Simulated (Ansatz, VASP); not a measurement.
## Sb in VASP and in Ansatz

```
Sb
1.0
    -1.91168    1.89860    1.91097
     1.86645   -1.92422    1.89137
     1.82583    1.83838   -1.93660
Sb
1
Cartesian
  0.0236 0.0412 -0.0176
```

Change from the starting cell: cell strained at random at fixed volume.

Alike in both runs: task single point; functional PBE; k mesh 10 × 10 × 10; occupations fermi-dirac, width 0.05 eV; no spin polarisation.

```csv
,VASP,Ansatz
version,VASP 6.6.1,Ansatz 0.2.0
potentials or method,"VASP PAW PBE potentials, release 64 (Sb), cutoff 520 eV","all-electron LAPW, scalar-relativistic"
```

Ansatz gave:

| Item | Value |
| --- | --- |
| gap on the k mesh at the Fermi level (eV) | none |
| pressure (GPa) | 3.0 |
| largest component of the traceless stress (GPa) | 1.06 |

Question: Which values does VASP return?

Answer: gap on the k mesh at the Fermi level (eV): none; pressure (GPa): 2.9; largest component of the traceless stress (GPa): 1.06.

A gap of «none» marks a metal or a gap that the smearing closes. Ansatz ran all-electron here, so the differences hold the error of VASP's frozen core and of both bases.

Spin-orbit coupling is left out, which matters for the levels of Sb.
